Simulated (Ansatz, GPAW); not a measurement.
# octane-1,8-dithiol between two Al chains: relaxation, then transmission at several levels, part 4 of 4

How well does octane-1,8-dithiol between two Al chains conduct once its atoms have relaxed, and how much do cheaper levels lose?

GPAW 26.7.0 and Ansatz 0.2.0; Ansatz plane waves; relaxation of the junction with the lead ends held; PAW set soft_1 (the session's first sound run).

So far, transmission at the Fermi level (one spin): step 3 (plane-wave reference (PBE)) 1.0e-5; step 4 (GPAW, dzp, PBE, GPAW) 1.1e-5; step 5 (GPAW, szp: basis = "szp(dzp)", PBE, GPAW) 1.1e-5; step 6 (minimal basis, PBE, GPAW) 9.1e-6; step 7 (revPBE in the dzp basis: xc = "revPBE") 1.0e-5. Also open channels of the lead at the Fermi level (one spin): 2 in steps 3, 4, 6 and 7.

## (8) Without the relaxation: geometry = "as built"

Level of this step: GPAW LCAO, PAW setups; Landauer transmission from Green's functions with principal layers (ASE), zero bias (GPAW).

The dzp basis with PBE on the structure as first built shows what the relaxation was worth.

run.py reads:

```python
import json
import numpy as np
from ase import Atoms
from ase.transport.calculators import TransportCalculator
from gpaw import GPAW, FermiDirac
from gpaw.lcao.tools import get_lcao_hamiltonian
from scipy.linalg import eigh

# The junction with lead layers at both ends, along the third cell vector
device = Atoms(
    ['Al', 'Al', 'Al', 'Al', 'Al', 'Al', 'Al', 'S', 'H', 'C', 'H', 'H', 'C', 'H', 'H', 'C', 'H', 'H', 'C', 'H', 'H', 'C', 'H', 'H', 'C', 'H', 'H', 'C', 'H', 'H', 'C', 'H', 'S', 'Al', 'Al', 'Al', 'Al', 'Al', 'Al', 'Al'],
    positions=[
        [6.22051, 4.79945, 1.20000],
        [6.22051, 4.79945, 3.60000],
        [6.22051, 4.79945, 6.00000],
        [6.22051, 4.79945, 8.40000],
        [6.22051, 4.79945, 10.80000],
        [6.22051, 4.79945, 13.20000],
        [6.22051, 4.79945, 15.60000],
        [4.39567, 5.52217, 16.59380],
        [4.32456, 3.65948, 18.10349],
        [4.24504, 4.74420, 18.22744],
        [3.25000, 4.96821, 18.62489],
        [6.32166, 5.04051, 18.76065],
        [5.32794, 5.25936, 19.17147],
        [5.24921, 6.34889, 19.27600],
        [5.28265, 3.52236, 20.45686],
        [5.20253, 4.61202, 20.55324],
        [4.21175, 4.82795, 20.97135],
        [7.27428, 4.90663, 21.08971],
        [6.28347, 5.12272, 21.50755],
        [6.20364, 6.21239, 21.60367],
        [6.23739, 3.38651, 22.79190],
        [6.15755, 4.47618, 22.88802],
        [5.16675, 4.69226, 23.30586],
        [8.22927, 4.77095, 23.42422],
        [7.23849, 4.98688, 23.84233],
        [7.15837, 6.07655, 23.93871],
        [7.19181, 3.25001, 25.11957],
        [7.11309, 4.33954, 25.22410],
        [6.11936, 4.55839, 25.63492],
        [9.19102, 4.63070, 25.77067],
        [8.19598, 4.85470, 26.16813],
        [8.11646, 5.93943, 26.29208],
        [8.04535, 4.07673, 27.80177],
        [6.22051, 4.79945, 28.79557],
        [6.22051, 4.79945, 31.19557],
        [6.22051, 4.79945, 33.59557],
        [6.22051, 4.79945, 35.99557],
        [6.22051, 4.79945, 38.39557],
        [6.22051, 4.79945, 40.79557],
        [6.22051, 4.79945, 43.19557]],
    cell=[[12.44102, 0.0, 0.0], [0.0, 9.59889, 0.0], [0.0, 0.0, 44.39557]],
    pbc=True)

# One principal layer of the lead: the first 4 atoms of the device
lead = Atoms(
    ['Al', 'Al', 'Al', 'Al'],
    positions=[
        [6.22051, 4.79945, 1.20000],
        [6.22051, 4.79945, 3.60000],
        [6.22051, 4.79945, 6.00000],
        [6.22051, 4.79945, 8.40000]],
    cell=[[12.44102, 0.0, 0.0], [0.0, 9.59889, 0.0], [0.0, 0.0, 9.6]],
    pbc=True)

settings = dict(mode='lcao', basis='dzp', xc='PBE', h=0.2,
                occupations=FermiDirac(0.1), maxiter=250,
                mixer=dict(beta=0.1, nmaxold=8, weight=100.0),
                convergence=dict(density=0.0001))
energies = np.arange(-2, 2 + 1e-9, 0.025)
eta = 0.0001
n1, n2 = 1, 1
# k and -k transmit alike, so half of the mesh across the current serves
mesh = [(i, j) for i in range(n1) for j in range(n2) if (i, j) <= (-i % n1, -j % n2)]
weights = np.array([1 if (i, j) == (-i % n1, -j % n2) else 2 for i, j in mesh]) / (n1 * n2)

# [... helper functions left out ...]
fermi_lead = ground_state(lead, (1, 1, 12), 'lead.txt')
fermi_device = ground_state(device, (1, 1, 2), 'device.txt')
# [... loop over the mesh left out, but for ...]
        # Shift the lead onto the potential of the device's first layer
        shift = ((H[:, 0, 0] - H0[:, 0, 0]) / S0[0, 0]).real.mean()
# [...]
kT = 8.617333e-5 * 300
bias = [0.1, 0.2, 0.5, 1.0, 1.5, 2.0]
# [... integrals and printing left out ...]
```

Run with:

```console
$ OMP_NUM_THREADS=1 OPENBLAS_NUM_THREADS=1 python run.py
```

Numbers of over 12 decimals in the logs are rounded to 6 here.

Output:

```text
basis functions: device 392, principal layer 52
Fermi level: lead -3.4668 eV, device -3.2093 eV; lead shifted by 0.0042 eV
largest coupling past the next layer 1.62e-15 eV, largest misfit of the first layer 0.018 eV
  E-E_F (eV)   T (one spin)  channels
    -2.000    4.2182e-02    1.0000
    -1.975    5.8390e-02    1.0000
    -1.950    2.8139e-03    1.0000
[...]
1.975    3.0914e-05    3.0000
     2.000    3.1584e-05    3.0000
conductance at 300 K: 0.0018904 G0 a cell; thermopower 59.06 uV/K
current from the zero-bias T(E) at 0.1 V: 0.014723 uA
current from the zero-bias T(E) at 0.2 V: 0.029581 uA
current from the zero-bias T(E) at 0.5 V: 0.062672 uA
current from the zero-bias T(E) at 1.0 V: 0.070108 uA
current from the zero-bias T(E) at 1.5 V: 0.070138 uA
current from the zero-bias T(E) at 2.0 V: 0.070185 uA
```

The job ended after 2 min (1 thread of Arm Neoverse V2, shared host; peak memory 1.9 GiB).

Numbers from this step:

- conductance: 0.001890 G₀
- thermopower: 59.06 μV/K
- largest coupling past the next principal layer: 1.62e-15 eV
- largest misfit of the first principal layer: 0.01752 eV
- shift that aligns the lead: 0.004180 eV
- transmission at the Fermi level (one spin): 0.001849

One spin. Table of transmission, zone mean by energy, zero at the Fermi level:

```csv
energy (eV),"transmission, zone mean"
-2.000,0.0422
-1.975,0.0584
-1.900,1.5e-6
-1.800,5.4e-8
-1.700,1.2e-6
-1.600,1.9e-6
-1.500,1.8e-6
-1.400,1.2e-6
-1.300,9.4e-8
-1.200,0
-1.100,0
-1.000,0
-0.900,0
-0.800,0
-0.700,0
-0.600,0
-0.500,0
-0.400,1.0e-10
-0.300,6.3e-4
-0.200,0.00239
-0.100,0.00349
0.000,0.00185
0.100,5.4e-4
0.200,1.3e-4
0.300,3.2e-5
0.400,8.7e-6
0.500,2.9e-6
0.600,1.1e-6
0.700,6.3e-7
0.800,6.4e-7
0.900,1.2e-6
1.000,7.9e-6
1.100,1.2e-5
1.200,1.5e-5
1.300,1.7e-5
1.400,1.9e-5
1.500,2.1e-5
1.600,2.3e-5
1.700,2.5e-5
1.800,2.7e-5
1.900,2.9e-5
2.000,3.2e-5
```

The conductance, 0.00189 G₀, lies a factor of 175 above that of the dzp run.

## (9) Cost and result by level

Times are wall times on the hardware named with each run. The series side by side:

```csv
no.,run,conductance (G₀),time,memory (GiB)
1,pw PBE,1.02e-5,2 h,7.1
2,dzp,1.08e-5,2.8 min,1.9
3,szp,1.10e-5,2.2 min,1.9
4,sz,9.08e-6,77 s,1.8
5,dzp revPBE,9.88e-6,2.7 min,1.9
6,asbuilt,0.001890,2 min,1.9
```

## (10) The levels side by side

The curves are compared point by point over the common energies.

This step: comparison of transmission and cost over codes, levels and geometry; PAW set soft_1 (GPAW 26.7.0).

Ladder, by row:

```
      step    code  T at the Fermi level (sum over the listed spins)  conductance (G0)  r.m.s. T(E) from the first  wall time (s)  peak memory (GiB)  threads
    pw-pbe  Ansatz                                           1.03e-5           1.02e-5                           0           7291              7.108        4
       dzp    GPAW                                           1.09e-5           1.08e-5                     0.04705          166.4               1.94        1
       szp    GPAW                                           1.10e-5           1.10e-5                     0.05076          131.3               1.91        1
        sz    GPAW                                           9.12e-6           9.08e-6                      0.0507           77.4               1.75        1
dzp-revPBE    GPAW                                           9.97e-6           9.88e-6                       0.028          162.8               1.94        1
   asbuilt    GPAW                                          0.001849           0.00189                     0.05141          118.1               1.95        1
```

Transmission, zone mean, sum over the listed spins against energy, zero at the Fermi level:

| energy (eV) | pw-pbe | dzp | szp | sz | dzp-revPBE | asbuilt |
| --- | --- | --- | --- | --- | --- | --- |
| -2.0000 | 1.1e-5 | 8.3e-6 | 3.1e-6 | 2.6e-6 | 8.5e-6 | 0.0422 |
| -1.7500 | 2.1e-5 | 1.8e-5 | 1.2e-5 | 7.5e-6 | 1.7e-5 | 5.3e-7 |
| -1.5000 | 0.00377 | 0.00799 | 0.0465 | 2.3e-12 | 0.00393 | 1.8e-6 |
| -1.4500 | 0.634 | 0.0654 | 1.7e-4 | 3.7e-13 | 0.292 | 1.6e-6 |
| -1.2500 | 0 | 7.7e-13 | 6.5e-14 | 6.9e-14 | 6.7e-13 | 7.2e-14 |
| -1.0000 | 0 | 1.6e-13 | 6.9e-11 | 6.0e-15 | 1.3e-13 | 7.5e-16 |
| -0.7500 | 0 | 1.6e-15 | 1.8e-16 | 3.6e-17 | 1.4e-15 | 3.3e-16 |
| -0.5000 | 0 | 5.5e-16 | 1.1e-16 | 3.5e-16 | 5.3e-16 | 3.0e-15 |
| -0.2500 | 3.7e-6 | 3.8e-6 | 3.0e-6 | 2.9e-6 | 3.5e-6 | 0.00135 |
| 0.0000 | 1.0e-5 | 1.1e-5 | 1.1e-5 | 9.1e-6 | 1.0e-5 | 0.00185 |
| 0.2500 | 1.3e-5 | 1.4e-5 | 1.8e-5 | 1.5e-5 | 1.3e-5 | 6.4e-5 |
| 0.5000 | 1.6e-5 | 1.9e-5 | 3.0e-5 | 2.5e-5 | 1.7e-5 | 2.9e-6 |
| 0.7500 | 2.5e-5 | 3.4e-5 | 9.7e-5 | 8.5e-5 | 2.8e-5 | 5.8e-7 |
| 1.0000 | 1.8e-4 | 2.3e-4 | 8.2e-4 | 3.8e-4 | 1.6e-4 | 7.9e-6 |
| 1.2500 | 0.0618 | 0.0251 | 0.0441 | 0.0129 | 0.0141 | 1.6e-5 |
| 1.3000 | 0.0595 | 0.0546 | 0.0185 | 0.0135 | 0.0499 | 1.7e-5 |
| 1.5000 | 6.3e-4 | 0.00108 | 7.1e-4 | 7.1e-4 | 0.00138 | 2.1e-5 |
| 1.7500 | 1.3e-4 | 1.7e-4 | 1.9e-4 | 1.4e-4 | 1.8e-4 | 2.6e-5 |
| 2.0000 | 6.9e-5 | 1.0e-4 | 1.5e-4 | 9.1e-5 | 1.0e-4 | 3.2e-5 |

## (11) Other settings

One more run, with changed settings.

This step: GPAW LCAO, PAW setups; Landauer transmission from Green's functions with principal layers (ASE), zero bias (GPAW 26.7.0).

Changes to run.py since step 8:

```diff
@@ -17,32 +17,32 @@
         [6.22051, 4.79945, 10.80000],
-        [6.22051, 4.79945, 13.20000],
-        [6.22051, 4.79945, 15.60000],
-        [4.39567, 5.52217, 16.59380],
-        [4.32456, 3.65948, 18.10349],
-        [4.24504, 4.74420, 18.22744],
-        [3.25000, 4.96821, 18.62489],
-        [6.32166, 5.04051, 18.76065],
-        [5.32794, 5.25936, 19.17147],
-        [5.24921, 6.34889, 19.27600],
-        [5.28265, 3.52236, 20.45686],
-        [5.20253, 4.61202, 20.55324],
-        [4.21175, 4.82795, 20.97135],
-        [7.27428, 4.90663, 21.08971],
-        [6.28347, 5.12272, 21.50755],
-        [6.20364, 6.21239, 21.60367],
-        [6.23739, 3.38651, 22.79190],
-        [6.15755, 4.47618, 22.88802],
-        [5.16675, 4.69226, 23.30586],
-        [8.22927, 4.77095, 23.42422],
-        [7.23849, 4.98688, 23.84233],
-        [7.15837, 6.07655, 23.93871],
-        [7.19181, 3.25001, 25.11957],
-        [7.11309, 4.33954, 25.22410],
-        [6.11936, 4.55839, 25.63492],
-        [9.19102, 4.63070, 25.77067],
-        [8.19598, 4.85470, 26.16813],
-        [8.11646, 5.93943, 26.29208],
-        [8.04535, 4.07673, 27.80177],
-        [6.22051, 4.79945, 28.79557],
-        [6.22051, 4.79945, 31.19557],
+        [7.23412, 3.30313, 12.56497],
+        [6.16202, 4.87580, 14.26268],
+        [5.55169, 5.83693, 16.19845],
+        [7.17813, 4.51092, 17.46583],
+        [6.11194, 4.73453, 17.59792],
+        [5.54919, 3.79450, 17.53612],
+        [6.42209, 6.37545, 18.97009],
+        [5.86353, 5.42660, 18.94607],
+        [4.79748, 5.69359, 19.01935],
+        [7.32738, 4.29003, 20.07979],
+        [6.26086, 4.56041, 20.15808],
+        [5.70210, 3.60987, 20.12423],
+        [6.57164, 6.19412, 21.54877],
+        [6.01093, 5.24460, 21.51559],
+        [4.94516, 5.51987, 21.58884],
+        [7.46213, 4.11458, 22.66330],
+        [6.39588, 4.38818, 22.73558],
+        [5.83678, 3.43775, 22.70107],
+        [6.69946, 6.02195, 24.12984],
+        [6.14331, 5.07002, 24.09378],
+        [5.07600, 5.33710, 24.17203],
+        [7.60999, 3.94060, 25.23181],
+        [6.54244, 4.20174, 25.30361],
+        [5.98901, 3.25004, 25.27431],
+        [6.84761, 5.82647, 26.72554],
+        [6.28721, 4.88577, 26.65438],
+        [5.22012, 5.10477, 26.78552],
+        [6.84437, 3.77223, 28.04639],
+        [6.29004, 4.69785, 30.01412],
+        [5.27576, 6.26763, 31.76350],
         [6.22051, 4.79945, 33.59557],
@@ -66,4 +66,4 @@
 
-settings = dict(mode='lcao', basis='dzp', xc='PBE', h=0.2,
-                occupations=FermiDirac(0.1), maxiter=250,
+settings = dict(mode='lcao', basis='dzp', xc='PBE', h=0.5,
+                occupations=FermiDirac(0.1), maxiter=50,
                 mixer=dict(beta=0.1, nmaxold=8, weight=100.0),
```

Output:

```text
basis functions: device 392, principal layer 52
Fermi level: lead -3.4715 eV, device -3.2210 eV; lead shifted by 0.0051 eV
largest coupling past the next layer 1.62e-15 eV, largest misfit of the first layer 0.038 eV
  E-E_F (eV)   T (one spin)  channels
    -2.000    2.6258e-04    1.0000
    -1.975    2.6560e-05    1.0000
    -1.950    5.1950e-05    1.0000
    -1.925    6.1402e-05    1.0000
    -1.900    6.5565e-05    1.0000
    -1.875    6.7809e-05    1.0000
    -1.850    6.9532e-05    1.0000
    -1.825    7.1453e-05    1.0000
    -1.800    7.4040e-05    1.0000
    -1.775    7.7704e-05    1.0000
    -1.750    8.2911e-05    1.0000
    -1.725    9.0289e-05    1.0000
    -1.700    1.0078e-04    1.0000
    -1.675    1.1592e-04    1.0000
    -1.650    1.3830e-04    1.0000
    -1.625    1.7268e-04    1.0000
[...]
1.825    1.7156e-04    3.0000
     1.850    1.5434e-04    3.0000
     1.875    1.4047e-04    3.0000
     1.900    1.2916e-04    3.0000
     1.925    1.1987e-04    3.0000
     1.950    1.1217e-04    3.0000
     1.975    1.0576e-04    3.0000
     2.000    1.0040e-04    3.0000
conductance at 300 K: 1.4867e-05 G0 a cell; thermopower -8.391 uV/K
current from the zero-bias T(E) at 0.1 V: 0.00011472 uA
current from the zero-bias T(E) at 0.2 V: 0.00022675 uA
current from the zero-bias T(E) at 0.5 V: 0.00052557 uA
current from the zero-bias T(E) at 1.0 V: 0.00088285 uA
current from the zero-bias T(E) at 1.5 V: 0.0012469 uA
current from the zero-bias T(E) at 2.0 V: 0.0019049 uA
```

Wall time 48 s (1 thread); peak memory 0.39 GiB.

The run finished. A setting was moved off its sound value on purpose, so it serves as a test and not as the result.

The fault put into the input: a grid far too coarse (h = 0.5).

Side by side:

| quantity | this run | sound run | difference |
| --- | --- | --- | --- |
| conductance (G₀) | 1.487e-5 | 1.083e-5 | 4.0e-6 |
| thermopower (μV/K) | -8.3911 | -14.301 | 5.91 |
| largest misfit of the first principal layer (eV) | 0.037770 | 0.033956 | 0.00381 |
| shift that aligns the lead (eV) | 0.0051203 | 0.013939 | -0.00882 |
| transmission at the Fermi level (one spin) | 1.504e-5 | 1.093e-5 | 4.1e-6 |

One result that differs is the thermopower, -8.39 μV/K against -14.3 μV/K.

## (12) Summary of results

| Property | Result |
| --- | --- |
| conductance | 1.1e-5 G₀ |
| transmission at the Fermi level, mean of the spins | 1.1e-5 |
| thermopower | -14.3 μV/K |
| open channels of the lead there | 2 |

What this shows: In the dzp basis the junction conducts 1.1e-5 G₀ at 300 K, with T = 1.1e-5 a spin at the Fermi level; the szp basis reaches that conductance within 10 %. Relaxation moved atoms by up to 3.1 Å and took the conductance from 0.00189 to 1.1e-5 G₀, as a ratio a larger change than the step from dzp to the minimal basis. Plane waves (PBE) give T = 1.0e-5 there. The junction is in the tunnelling regime at the Fermi level. The negative thermopower says that the thermally weighted transmission is larger above the Fermi level, as for electron-like transport. Measured against the first run (pw-pbe), the nearest curve is that of dzp-revPBE (r.m.s. 0.028) and the farthest that of asbuilt (0.051). Over the compared runs wall time goes from 77 s (sz) to 7291 s (pw-pbe), on a shared host; the plane-wave run used 4 threads and the orbital runs 1. Moves of this size go well beyond a change of bond lengths: the free chain atoms or the scatterer took up a new arrangement, and the name in the title describes the start. The leads kept an estimated spacing and the cell its length, so the junction may be under some tension or compression. Semilocal functionals put molecular levels too near the Fermi level, so such conductances usually come out too high, and chain electrodes have a sharper density of states than real ones. An evenly spaced straight chain is an idealisation: free chains tend to dimerise, zigzag or, where a band edge lies near the Fermi level, turn magnetic. The currents use the zero-bias T(E) throughout, which holds only while the bias is small against the distance to the nearest feature.

[Logs are printed without paths, hosts, clocks, repeated set-up lines and the standing remarks that a program may print on its own settings, such as how far it seeks lower states.]

[Hosts, paths, dates, database ids (printed as entryN), source tags and the programs' standing remarks are cut or masked in the printed files.]
